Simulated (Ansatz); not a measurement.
Runs of Ansatz 0.2.0 on SnTe. The structure is cubic, space group F-43m (No. 216). The conventional cell has a = 7.222 Å, b = 7.222 Å, c = 7.222 Å, α = 90.00°, β = 90.00°, γ = 90.00°. Te (site symmetry -43m) is surrounded by 4 Sn at 3.13 Å. Sn (site symmetry -43m) has 4 Te at 3.13 Å as nearest neighbours. Measurements of this composition are mostly on another form, of space group No. 225.

```csv
task,level,spin,cell,k mesh,smearing,points for each segment of the path,atoms under strain,gap on the mesh (eV),pressure (GPa),relaxed volume (Å³/atom)
band structure,PBE,"SOC, no magnetisation",as given,5 × 5 × 5,fermi-dirac 0.05 eV,14,-,-,0.0,-
relaxation of cell and atoms,RPBE,off,relaxed,7 × 7 × 7,fermi-dirac 0.05 eV,-,-,(a),0.0,48.88
band structure,PBEsol,"SOC, no magnetisation",as given,5 × 5 × 5,fermi-dirac 0.05 eV,14,-,-,-1.4,-
relaxation of cell and atoms,PBE,off,relaxed,7 × 7 × 7,fermi-dirac 0.05 eV,-,-,(b),0.0,46.99
elastic constants,PBEsol,off,as given,5 × 5 × 5,fixed,-,clamped,0.37,-1.4,-
```

Alike in all rows: potentials or basis Ansatz PAW; cutoff (eV) 420.

Task: Estimate the missing entries.

Result: (a) 0.50; (b) 0.33.

Caveats: odd divisions of the mesh miss points on the zone boundary, where band edges often lie, so the gap on the mesh can be too wide (some runs); spin-orbit coupling is left out, which moves the levels of the heavy elements (some runs); the PAW data sets come from PBE, with cores solved anew for the run's functional, which leaves a small shift of forces and pressure (some runs); the plane-wave basis is chosen anew once the cell has moved, so the energies of steps on either side of that aren't comparable (some runs); the elastic tensor has a negative eigenvalue, so either the cell is unstable as it stands or the mesh is too thin (some runs).

A k mesh can miss the band edges, and rows without SOC leave out spin-orbit coupling on Sn, Te.
